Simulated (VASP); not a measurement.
# H2 in VASP: notebook

One molecule, H2, is run at these levels: PBEsol, r2SCAN; tasks: single point.

Everything below comes from runs of VASP 6.6.1. Logs are shortened: lines on timing, memory, paths and dates and some standing lists are left out, and cuts for length are marked.

## Step 1: The molecule as given

The cell holds a molecule in a box, 2 atoms: a = 10.000 Å, b = 10.500 Å, c = 11.000 Å, α = 90.00°, β = 90.00°, γ = 90.00°.

## Step 2: Single point, PBEsol

Contents of INCAR:

```
SYSTEM = H
PREC = Accurate
ENCUT = 700
EDIFF = 1E-7
ISMEAR = 0
SIGMA = 0.02
LREAL = .False.
LASPH = .True.
NELM = 100
ALGO = Normal
ISIF = 2
LWAVE = .False.
LCHARG = .True.
GGA = PS
LELF = .True.
LVHAR = .True.
```

Contents of KPOINTS:

```
Automatic mesh
0
Gamma
  1 1 1
  0 0 0
```

Contents of POSCAR:

```
H
1.0
   10.0000000000      0.0000000000      0.0000000000
    0.0000000000     10.5000000000      0.0000000000
    0.0000000000      0.0000000000     11.0000000000
H
2
Direct
    0.5000000000      0.5000000000      0.4655300000
    0.5000000000      0.5000000000      0.5344700000
```

Potentials or basis: VASP PAW PBE potentials, release 64 (H).

Command:

```
$ cat potpaw_PBE.64/H/POTCAR > POTCAR
$ mpirun -np 1 vasp_std > vasp.out
```

OUTCAR:

```text
SYSTEM = H
   PREC = Accurate
   ENCUT = 700
   EDIFF = 1E-7
   ISMEAR = 0
   LREAL = .False.
   LASPH = .True.
   NELM = 100
   ISIF = 2
   GGA = PS

 ion  position               nearest neighbor table
   1  0.500  0.500  0.466-   2 0.76
   2  0.500  0.500  0.534-   1 0.76

  LATTYP: Found a simple orthorhombic cell.
 ALAT       =    10.0000000000
 B/A-ratio  =     1.0500000000
 C/A-ratio  =     1.1000000000

  Lattice vectors:

 A1 = (  10.0000000000,   0.0000000000,   0.0000000000)
 A2 = (   0.0000000000,  10.5000000000,   0.0000000000)
 A3 = (   0.0000000000,   0.0000000000,  11.0000000000)

Analysis of symmetry for initial positions (statically):
=====================================================================
 Subroutine PRICEL returns:
 Original cell was already a primitive cell.

 Routine SETGRP: Setting up the symmetry group for a
 simple orthorhombic supercell.

 Subroutine GETGRP returns: Found  8 space group operations
 (whereof  8 operations were pure point group operations)
 out of a pool of  8 trial point group operations.

The static configuration has the point symmetry D_2h.

Analysis of symmetry for dynamics (positions and initial velocities):
=====================================================================
 Subroutine PRICEL returns:
 Original cell was already a primitive cell.

 Routine SETGRP: Setting up the symmetry group for a
 simple orthorhombic supercell.

 Subroutine GETGRP returns: Found  8 space group operations
 (whereof  8 operations were pure point group operations)
 out of a pool of  8 trial point group operations.

The dynamic configuration has the point symmetry D_2h.

 Subroutine INISYM returns: Found  8 space group operations
 (whereof  8 operations are pure point group operations),
 and found     1 'primitive' translations

----------------------------------------------------------------------------------------

                                     Primitive cell

  volume of cell :    1155.0000

  direct lattice vectors                    reciprocal lattice vectors
    10.000000000  0.000000000  0.000000000     0.100000000  0.000000000  0.000000000
     0.000000000 10.500000000  0.000000000     0.000000000  0.095238095  0.000000000
     0.000000000  0.000000000 11.000000000     0.000000000  0.000000000  0.090909091

  length of vectors
    10.000000000 10.500000000 11.000000000     0.100000000  0.095238095  0.090909091

  position of ions in fractional coordinates (direct lattice)
     0.500000000  0.500000000  0.465530000
     0.500000000  0.500000000  0.534470000

  ion indices of the primitive-cell ions
   primitive index   ion index
                 1           1
                 2           2

----------------------------------------------------------------------------------------

 KPOINTS: Automatic mesh

Automatic generation of k-mesh.
 Grid dimensions read from file:
 generate k-points for:    1    1    1

 Generating k-lattice:

  Cartesian coordinates                     Fractional coordinates (reciprocal lattice)
     0.100000000  0.000000000  0.000000000     1.000000000  0.000000000  0.000000000
     0.000000000  0.095238095  0.000000000     0.000000000  1.000000000  0.000000000
     0.000000000  0.000000000  0.090909091     0.000000000  0.000000000  1.000000000

  Length of vectors
     0.100000000  0.095238095  0.090909091

  Shift w.r.t. Gamma in fractional coordinates (k-lattice)
     0.000000000  0.000000000  0.000000000

 Subroutine IBZKPT returns following result:
 ===========================================

 Found      1 irreducible k-points:

 Following reciprocal coordinates:
            Coordinates               Weight
  0.000000  0.000000  0.000000      1.000000
   k-points           NKPTS =      1   k-points in BZ     NKDIM =      1   number of bands    NBANDS=      5
   number of dos      NEDOS =    301   number of ions     NIONS =      2
   total plane-waves  NPLWV = 829440
   dimension x,y,z NGX =    90 NGY =   96 NGZ =   96
   dimension x,y,z NGXF=   180 NGYF=  192 NGZF=  192
   ions per type =               2
   NGX,Y,Z   is equivalent  to a cutoff of  14.96, 15.20, 14.51 a.u.
   NGXF,Y,Z  is equivalent  to a cutoff of  29.92, 30.40, 29.02 a.u.
 SYSTEM =  H
   PREC   = accura    normal or accurate (medium, high low for compatibility)
   ISTART =      0    job   : 0-new  1-cont  2-samecut
   ICHARG =      2    charge: 1-file 2-atom 10-const
   ISPIN  =      1    spin polarized calculation?
   LNONCOLLINEAR =      F non collinear calculations
   LSORBIT =      F    spin-orbit coupling
   LASPH  =      T    aspherical Exc in radial PAW
   ENCUT  =  700.0 eV  51.45 Ry    7.17 a.u.  21.57 22.65 23.73*2*pi/ulx,y,z
   NELM   =    100;   NELMIN=  2; NELMDL= -5     # of ELM steps
   EDIFF  = 0.1E-06   stopping-criterion for ELM
   LREAL  =      F    real-space projection
   EDIFFG = 0.1E-05   stopping-criterion for IOM
   NSW    =      0    number of steps for IOM
   IBRION =     -1    ionic relax: 0-MD 1-quasi-New 2-CG
   NFREE  =      0    steps in history (QN), initial steepest desc. (CG)
   ISIF   =      2    stress and relaxation
   ISYM   =      2    0-nonsym 1-usesym 2-fastsym
   POTIM  = 0.5000    time-step for ionic-motion
   TEBEG  =    0.0;   TEEND  =   0.0 temperature during run
   PSTRESS=    0.0 pullay stress
   NELECT =       2.0000    total number of electrons
   NUPDOWN=      -1.0000    fix difference up-down
   EMIN   =  10.00;   EMAX   =-10.00  energy-range for DOS
   EFERMI =   0.00;   METHOD = LEGACY
   ISMEAR =     0;   SIGMA  =   0.02  broadening in eV -4-tet -1-fermi 0-gaus
   EFERMI_NEDOS =   21; number of points for ismear=-14 and -15
   IALGO  =     38    algorithm
   IMIX   =      4    mixing-type and parameters
     AMIX     =   0.40;   BMIX     =  1.00
     AMIX_MAG =   1.60;   BMIX_MAG =  1.00
  volume/ion in A,a.u.               =     577.50      3897.16
  Fermi-wavevector in a.u.,A,eV,Ry     =   0.196588  0.371498  0.525823  0.038647
  Thomas-Fermi vector in A             =   0.945437
   LORBIT       =      0    0 simple, 1 ext, 2 COOP (PROOUT), +10 PAW based schemes
   GGA     = PS    functional components
   LHFCALC =     F    Hartree Fock is set to
   AEXX    =    0.0000 exact exchange contribution
   IVDW    =     0    specifies the selected vdW correction
   LEPSILON=     F    determine dielectric tensor
   LRPA    =     F    only Hartree local field effects (RPA)
 non-spin polarized calculation
 Gauss-broadening in eV      SIGMA  =   0.02
  energy-cutoff  :      700.00
  volume of cell :     1155.00
 maximum number of plane-waves:     48593
 NGX is ok and might be reduce to    90
   NGX = 43   NGY = 45   NGZ = 47

 number of electron       2.0000000 magnetization

 Free energy of the ion-electron system (eV)
  ---------------------------------------------------
  ext. energy  EPLUGINS =         0.00000000
  ---------------------------------------------------
  free energy    TOTEN  =        -6.51517672 eV

  energy without entropy =       -6.51517672  energy(sigma->0) =       -6.51517672

 E-fermi : -10.0134     XC(G=0):  -0.3216

 val. band max:      -10.1150052402   @ k =   0.0000   0.0000   0.0000
 cond. band min:      -0.1348328181   @ k =   0.0000   0.0000   0.0000
 fundamental gap:      9.9801724221
 Fermi energy:       -10.0134485818

 k-point     1 :       0.0000    0.0000    0.0000
  band No.  band energies     occupation
      1     -10.1150      2.00000
      2      -0.1348      0.00000
      3       0.3666      0.00000
      4       0.9179      0.00000
      5       1.0145      0.00000

------------------------ aborting loop because EDIFF is reached ----------------------------------------

  FORCE on cell =-STRESS in cart. coord.  units (eV):
  Direction    XX          YY          ZZ          XY          YZ          ZX
  --------------------------------------------------------------------------------------
  -------------------------------------------------------------------------------------
  Total       -0.0005234     -0.0004833     -0.0068903      0.0000000      0.0000000      0.0000000
  in kB       -0.0007260     -0.0006704     -0.0095580      0.0000000      0.0000000      0.0000000
  external PRESSURE =      -0.0036515 kB  Pullay stress =       0.0000000 kB

 VOLUME and BASIS-vectors are now :
 -----------------------------------------------------------------------------
  energy-cutoff  :      700.00
  volume of cell :     1155.00
      direct lattice vectors                 reciprocal lattice vectors
    10.000000000  0.000000000  0.000000000     0.100000000  0.000000000  0.000000000
     0.000000000 10.500000000  0.000000000     0.000000000  0.095238095  0.000000000
     0.000000000  0.000000000 11.000000000     0.000000000  0.000000000  0.090909091

 POSITION                                       TOTAL-FORCE (eV/Angst)
 -----------------------------------------------------------------------------------
      5.00000      5.25000      5.12083         0.000000      0.000000      0.007625
      5.00000      5.25000      5.87917         0.000000      0.000000     -0.007625
 -----------------------------------------------------------------------------------
    total drift:                                0.000000     -0.000000      0.000000

  FREE ENERGIE OF THE ION-ELECTRON SYSTEM (eV)
  ---------------------------------------------------
  free  energy   TOTEN  =        -6.5151767225 eV

  energy  without entropy=       -6.5151767225  energy(sigma->0) =       -6.51517672
```

Wall time 59 s (1 thread of Intel Xeon 6975P-C (Granite Rapids), shared host); peak memory 1.1 GiB.

Results:

```
Free energy                     : -6.5152 eV
Largest force                   : 0.008 eV/Å
Gap between the frontier levels : 9.98 eV
```

Forces on the atoms (eV/Å):
```
H    0.000  0.000  0.008
H    0.000  0.000 -0.008
```

Caveat: the PAW data sets were made with another functional, which shifts forces and pressure a little. Expect the measured gap to be larger: semilocal functionals such as PBEsol lack the derivative discontinuity.

## Step 3: Single point, PBEsol

INCAR, as its differences from that of step 2:

```diff
@@ -2,3 +2,3 @@
 PREC = Accurate
-ENCUT = 700
+ENCUT = 520
 EDIFF = 1E-7
```

KPOINTS is that of step 2.

POSCAR is that of step 2.

Potentials or basis: VASP PAW PBE potentials, release 64 (H).

Command:

```
$ cat potpaw_PBE.64/H/POTCAR > POTCAR
$ mpirun -np 1 vasp_std > vasp.out
```

Run time: 38 s. Hardware: 1 thread of Intel Xeon 6975P-C (Granite Rapids), shared host; peak memory 0.8 GiB.

It converged, with:

```
Free energy                     : -6.5134 eV
Gap between the frontier levels : 9.98 eV
```

Levels at points of the mesh, in eV from the valence-band top:
```tsv
k point	band 1	band 2	band 3	band 4	band 5
(0.00, 0.00, 0.00)	0.00	9.98	10.48	11.03	11.13
```

Caveat: the PAW data sets were made with another functional, which shifts forces and pressure a little.

## Step 4: Single point, PBEsol

INCAR, as its differences from that of step 3:

```diff
@@ -5,3 +5,3 @@
 ISMEAR = 0
-SIGMA = 0.02
+SIGMA = 0.5
 LREAL = .False.
```

KPOINTS is that of step 3.

POSCAR is that of step 3.

Command:

```
$ cat potpaw_PBE.64/H/POTCAR > POTCAR
$ mpirun -np 1 vasp_std > vasp.out
```

Wall time 39 s (1 thread of Intel Xeon 6975P-C (Granite Rapids), shared host); peak memory 0.79 GiB.

It converged, with:

- Free energy: -6.5134 eV
- Gap between the frontier levels: 9.98 eV

Levels at points of the mesh, in eV from the valence-band top:
| k point | band 1 | band 2 | band 3 | band 4 | band 5 |
| --- | --- | --- | --- | --- | --- |
| (0.00, 0.00, 0.00) | 0.00 | 9.98 | 10.48 | 11.03 | 11.13 |

Caveat: the PAW data sets were made with another functional, which shifts forces and pressure a little. A hybrid or GW would open this gap; PBEsol tends to underestimate it.

## Step 5: Single point, PBEsol

INCAR, as its differences from that of step 4:

```diff
@@ -2,6 +2,6 @@
 PREC = Accurate
-ENCUT = 520
+ENCUT = 900
 EDIFF = 1E-7
 ISMEAR = 0
-SIGMA = 0.5
+SIGMA = 0.02
 LREAL = .False.
```

KPOINTS is that of step 4.

POSCAR is that of step 4.

Potentials or basis: VASP PAW PBE potentials, release 64 (H_h).

Command:

```
$ cat potpaw_PBE.64/H_h/POTCAR > POTCAR
$ mpirun -np 1 vasp_std > vasp.out
```

Run time: 92 s. Hardware: 1 thread of Intel Xeon 6975P-C (Granite Rapids), shared host; peak memory 1.5 GiB.

Results (log left out):

```yaml
Free_energy: -6.4074 eV
Largest_force: 0.004 eV/Å
Gap_between_the_frontier_levels: 9.98 eV
```

Forces on the atoms (eV/Å):
```
H    0.000  0.000 -0.004
H    0.000  0.000  0.004
```

Levels at points of the mesh, in eV from the valence-band top:
```tsv
k point	band 1	band 2	band 3	band 4	band 5
(0.00, 0.00, 0.00)	0.00	9.98	10.48	11.03	11.13
```

Caveat: the PAW data sets were made with another functional, which shifts forces and pressure a little.

## Step 6: Single point, r2SCAN

INCAR, as its differences from that of step 5:

```diff
@@ -2,3 +2,3 @@
 PREC = Accurate
-ENCUT = 900
+ENCUT = 520
 EDIFF = 1E-7
@@ -13,3 +13,4 @@
 LCHARG = .True.
-GGA = PS
+METAGGA = R2SCAN
+LMIXTAU = .True.
 LELF = .True.
```

KPOINTS is that of step 5.

POSCAR is that of step 5.

Potentials or basis: VASP PAW PBE potentials, release 64 (H).

Command:

```
$ cat potpaw_PBE.64/H/POTCAR > POTCAR
$ mpirun -np 1 vasp_std > vasp.out
```

OUTCAR:

```text
SYSTEM = H
   PREC = Accurate
   ENCUT = 520
   EDIFF = 1E-7
   ISMEAR = 0
   LREAL = .False.
   LASPH = .True.
   NELM = 100
   ISIF = 2
   METAGGA = R2SCAN

 ion  position               nearest neighbor table
   1  0.500  0.500  0.466-   2 0.76
   2  0.500  0.500  0.534-   1 0.76

  LATTYP: Found a simple orthorhombic cell.
 ALAT       =    10.0000000000
 B/A-ratio  =     1.0500000000
 C/A-ratio  =     1.1000000000

  Lattice vectors:

 A1 = (  10.0000000000,   0.0000000000,   0.0000000000)
 A2 = (   0.0000000000,  10.5000000000,   0.0000000000)
 A3 = (   0.0000000000,   0.0000000000,  11.0000000000)

Analysis of symmetry for initial positions (statically):
=====================================================================
 Subroutine PRICEL returns:
 Original cell was already a primitive cell.

 Routine SETGRP: Setting up the symmetry group for a
 simple orthorhombic supercell.

[... 133 lines left out ...]
 number of electron       2.0000000 magnetization

 Free energy of the ion-electron system (eV)
  ---------------------------------------------------
  ext. energy  EPLUGINS =         0.00000000
  ---------------------------------------------------
  free energy    TOTEN  =        -6.90469739 eV

  energy without entropy =       -6.90469739  energy(sigma->0) =       -6.90469739

 E-fermi : -10.5919     XC(G=0):   0.1292

 val. band max:      -10.7037724938   @ k =   0.0000   0.0000   0.0000
 cond. band min:       0.2024903908   @ k =   0.0000   0.0000   0.0000
 fundamental gap:     10.9062628847
 Fermi energy:       -10.5919364348

 k-point     1 :       0.0000    0.0000    0.0000
  band No.  band energies     occupation
      1     -10.7038      2.00000
      2       0.2025      0.00000
      3       1.2403      0.00000
      4       1.3808      0.00000
      5       1.5522      0.00000

------------------------ aborting loop because EDIFF is reached ----------------------------------------

  FORCE on cell =-STRESS in cart. coord.  units (eV):
  Direction    XX          YY          ZZ          XY          YZ          ZX
  --------------------------------------------------------------------------------------
  -------------------------------------------------------------------------------------
  Total       -0.0283088     -0.0277976     -0.4750289      0.0000000      0.0000000      0.0000000
  in kB       -0.0392690     -0.0385598     -0.6589442      0.0000000      0.0000000      0.0000000
  external PRESSURE =      -0.2455910 kB  Pullay stress =       0.0000000 kB

 VOLUME and BASIS-vectors are now :
 -----------------------------------------------------------------------------
  energy-cutoff  :      520.00
  volume of cell :     1155.00
      direct lattice vectors                 reciprocal lattice vectors
    10.000000000  0.000000000  0.000000000     0.100000000  0.000000000  0.000000000
     0.000000000 10.500000000  0.000000000     0.000000000  0.095238095  0.000000000
     0.000000000  0.000000000 11.000000000     0.000000000  0.000000000  0.090909091

 POSITION                                       TOTAL-FORCE (eV/Angst)
 -----------------------------------------------------------------------------------
      5.00000      5.25000      5.12083         0.000000      0.000000      0.582969
      5.00000      5.25000      5.87917         0.000000      0.000000     -0.582969
 -----------------------------------------------------------------------------------
    total drift:                                0.000000      0.000000      0.000000

  FREE ENERGIE OF THE ION-ELECTRON SYSTEM (eV)
  ---------------------------------------------------
  free  energy   TOTEN  =        -6.9046973910 eV

  energy  without entropy=       -6.9046973910  energy(sigma->0) =       -6.90469739
```

OSZICAR:

```text
N       E                     dE             d eps       ncg     rms          rms(c)
DAV:   1    -0.461587732416E+01   -0.46159E+01   -0.67753E+02    15   0.236E+02
DAV:   2    -0.760988241472E+01   -0.29940E+01   -0.29940E+01    10   0.363E+01
DAV:   3    -0.765997621263E+01   -0.50094E-01   -0.50094E-01    20   0.481E+00
[... 13 lines left out ...]
DAV:  69    -0.690468392097E+01   -0.36103E-05   -0.98467E-09    10   0.775E-04    0.618E-04
DAV:  70    -0.690468582024E+01   -0.18993E-05   -0.37294E-09    10   0.698E-04    0.598E-04
DAV:  71    -0.690469796196E+01   -0.12142E-04   -0.15049E-07    10   0.309E-03    0.528E-04
DAV:  72    -0.690469731386E+01    0.64809E-06   -0.21601E-09    10   0.624E-04    0.496E-04
DAV:  73    -0.690469739102E+01   -0.77153E-07   -0.57128E-10    10   0.308E-04
   1 F= -.69046974E+01 E0= -.69046974E+01  d E =-.297045E-15
```

stdout:

```text
POSCAR found type information on POSCAR H
 POSCAR found :  1 types and       2 ions
 scaLAPACK will be used
 -----------------------------------------------------------------------------
|                                                                             |
|                                                                             |
|     You enforced a specific xc type in the INCAR file but a different       |
|     I HOPE YOU KNOW WHAT YOU ARE DOING!                                     |
|                                                                             |
 -----------------------------------------------------------------------------

 LDA part: xc-table for (None), standard interpolation
 POSCAR, INCAR and KPOINTS ok, starting setup
 FFT: planning ... GRIDC
 FFT: planning ... GRID_SOFT
 FFT: planning ... GRID
 WAVECAR not read
 entering main loop
```

It took 5.3 min on 1 thread of Intel Xeon 6975P-C (Granite Rapids), shared host; peak memory 1.1 GiB.

Results:

```
Free energy                     : -6.9047 eV
Largest force                   : 0.583 eV/Å
Gap between the frontier levels : 10.91 eV
```

Forces on the atoms (eV/Å):
```
H    0.000  0.000  0.583
H    0.000  0.000 -0.583
```

Caveat: the PAW data sets were made with another functional, which shifts forces and pressure a little. r2SCAN opens gaps a little over a GGA but as a rule still falls short of measured ones.

## Step 7: Overview

```csv
level,potentials or basis,cutoff (eV),smearing,gap on the mesh (eV),largest force (eV/Å)
PBEsol,"VASP PAW PBE potentials, release 64 (H)",700,gaussian 0.02 eV,9.98,0.01
PBEsol,"VASP PAW PBE potentials, release 64 (H)",520,gaussian 0.02 eV,9.98,-
PBEsol,"VASP PAW PBE potentials, release 64 (H)",520,gaussian 0.5 eV,9.98,-
PBEsol,"VASP PAW PBE potentials, release 64 (H_h)",900,gaussian 0.02 eV,9.98,-
r2SCAN,"VASP PAW PBE potentials, release 64 (H)",520,gaussian 0.02 eV,10.91,0.58
```

Alike in all rows: task single point; no spin polarisation; cell as given; k mesh 1 × 1 × 1.

Caveats: the PAW data sets were made with another functional, which shifts forces and pressure a little.

Absolute energies hang on the potentials; compare differences alone.
